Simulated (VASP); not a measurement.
Runs of VASP 6.6.1 on PbSe (Clausthalite). Symmetry: Fm-3m, No. 225, cubic system. Conventional cell: a = 6.121 Å, b = 6.121 Å, c = 6.121 Å, α = 90.00°, β = 90.00°, γ = 90.00°. Around Pb (site symmetry m-3m) lie 6 Se at 3.06 Å. Se (site symmetry m-3m) is surrounded by 6 Pb at 3.06 Å. 

| level | gap on the mesh (eV) | pressure (GPa) | relaxed volume (Å³/atom) |
| --- | --- | --- | --- |
| BEEF-vdW | 0.61 | 0.0 | 30.90 |
| optB88-vdW | 0.44 | 0.0 | 29.82 |
| vdW-DF | (b) | 0.0 | 31.71 |
| vdW-DF-cx | 0.26 | 0.1 | - |
| optB86b-vdW | 0.35 | 0.0 | 29.22 |
| vdW-DF2 | (a) | 0.0 | 32.88 |
| rev-vdW-DF2 | 0.34 | 0.0 | 29.35 |
| optPBE-vdW | 0.54 | 0.0 | 30.44 |

Alike in all rows: task relaxation of cell and atoms; potentials or basis VASP PAW PBE potentials, release 64 (Pb_d, Se); no spin polarisation; cell relaxed; k mesh 8 × 8 × 8; cutoff (eV) 600; smearing fermi-dirac 0.05 eV.

**Question.** Estimate the missing entries.

**Answer.** (a) 0.66; (b) 0.71.

Caveats: the PAW data sets were made with another functional, which shifts forces and pressure a little; spin-orbit coupling is left out, which as a rule narrows the gap of such compounds by several tenths of an eV; the volume moved by +11 % from the deposited cell, more than functionals usually miss (some runs); the relaxation stopped at its first step, so nothing moved (some runs); the volume moved by +15 % from the deposited cell, more than functionals usually miss (some runs).

A k mesh can miss the band edges, and the runs leave out spin-orbit coupling on Pb, Se.

Runs at the PBE level aren't shown here.
